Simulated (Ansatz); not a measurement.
Rock-salt NaBr, treated with r²SCAN-D4 (Ansatz, a program for electronic structure, PAW).

Numerical settings: plane-wave cutoff 560 eV, 10×10×10 k mesh, Fermi–Dirac smearing 0.01 eV, scalar-relativistic PAW data made under PBE.

A third-order Birch–Murnaghan fit to the energies gives V0 = 25.993 Å³/atom, B0 = 23.2 GPa, B′ = 4.7.

```json
[
 {"V (Å³/atom)": "24.434", "P (GPa)": "1.657"},
 {"V (Å³/atom)": "24.954", "P (GPa)": "…"},
 {"V (Å³/atom)": "25.474", "P (GPa)": "0.490"},
 {"V (Å³/atom)": "25.994", "P (GPa)": "-0.001"},
 {"V (Å³/atom)": "26.514", "P (GPa)": "…"},
 {"V (Å³/atom)": "27.034", "P (GPa)": "…"},
 {"V (Å³/atom)": "27.554", "P (GPa)": "…"}
]
```

Q: Estimate the withheld pressures from this fit; the answers are the runs' own values.

A: 
- 24.954, P (GPa): 1.040
- 26.514, P (GPa): -0.439
- 27.034, P (GPa): -0.829
- 27.554, P (GPa): -1.178

The formula P = (3/2) B0 (x^(7/3) − x^(5/3)) [1 + (3/4)(B′ − 4)(x^(2/3) − 1)] with x = V0/V meets the computed pressures within 0.01 GPa when these rounded values are put in.

Measured, for comparison: bulk modulus 22.6 GPa (4 K, zero-point motion not removed; as tabulated in Doll and Stoll (1998), arXiv:cond-mat/9801031); equilibrium volume per atom 26.01 Å³/atom (low temperature, zero-point motion not removed; as tabulated in Doll and Stoll (1998), arXiv:cond-mat/9801031). Computed (rounded) less measured: bulk modulus +3 %, equilibrium volume per atom -0.1 %.

Static lattice: no zero-point or thermal effects.

It cost very roughly 27 core-seconds of CPU time.
